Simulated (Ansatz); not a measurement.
# C: the cost of one run

Computed with Ansatz 0.2.0 (DFT PBE+D3(BJ), scalar-relativistic, plane waves, PAW, unless a step's input says otherwise).

7 further runs of the same task are left out: 7 set aside as unsound or not needed.

## (1) The starting structure

The structure is hexagonal, space group P6/mmm (No. 191). The conventional cell has a = 2.456 Å, b = 2.456 Å, c = 8.524 Å, α = 90.00°, β = 90.00°, γ = 120.00°. C (site symmetry -6m2) is surrounded by 3 C at 1.42 Å.

Structure file:

```cif
data_structure
_symmetry_space_group_name_H-M 'P6/mmm'
_symmetry_Int_Tables_number 191
_cell_length_a 2.4562
_cell_length_b 2.4562
_cell_length_c 8.5238
_cell_angle_alpha 90.000
_cell_angle_beta 90.000
_cell_angle_gamma 120.000
_cell_volume 44.53
loop_
_atom_site_label
_atom_site_type_symbol
_atom_site_symmetry_multiplicity
_atom_site_Wyckoff_symbol
_atom_site_fract_x
_atom_site_fract_y
_atom_site_fract_z
_atom_site_occupancy
C1 C 2 c 0.33333 0.66667 0.00000 1
```

Source of the structure: the Materials Project (structure only).

## (7) Plan of the scan

The energy is mapped over two normal modes frozen in (zone-centre modes of the cell shown).

The axes are (1) amplitude of mode 4 (872 cm⁻¹), largest displacement: 7 values from −0.094 Å; (2) amplitude of mode 5 (1567 cm⁻¹), largest displacement: 7 values from −0.06 Å.

Nothing else is relaxed (the cell and all other modes fixed). Energies count from the relaxed high-symmetry cell. Points are written as (first, second).

The patterns, per unit of each coordinate (Å):

```
atom     x1     y1      z1      x2     y2     z2
  C1  0.000  0.000   1.000   1.000  0.000  0.000
  C2  0.000  0.000  -1.000  -1.000  0.000  0.000
```

(The set-up runs are not shown.)

## (8) The run at (−0.094 Å, −0.06 Å)

Contents of input.yaml:

```yaml
crystal:
  lattice:
    - [2.4646600538, 0.0, 0.0]
    - [-1.2323300269, 2.1344582183, 0.0]
    - [0.0, 0.0, 3.5719697732]
  atoms:
    - { symbol: C, position: [0.3089892053, 0.6666666667, -0.0263160122] }
    - { symbol: C, position: [0.6910107947, 0.3333333333, 0.0263160122] }
basis:
  ecutwfc: 520.0
kpoints:
  mp_grid: { grid: [21, 21, 12] }
hamiltonian:
  xc: pbe
  pseudopotentials: { kind: paw, azcp: { folder: soft_1 } }
  dispersion: d3bj
scf:
  occupations: { method: gaussian, width: 0.15 }
output:
  forces: true
  stress: true
  eigenvalues: true
  write_density: true
  write_potential: true
  elf: true
  volumetric_format: npy
```

Run with:

```
$ ansatz run input.yaml --threads 1 --pin off --max-ram 2048MiB --backend cpu --events-out ev --progress --plain --runs-dir out
```

What time and memory should one allow on 1 thread of Arm Neoverse N1, shared host?

About 88 s, with a peak of 0.81 GiB.
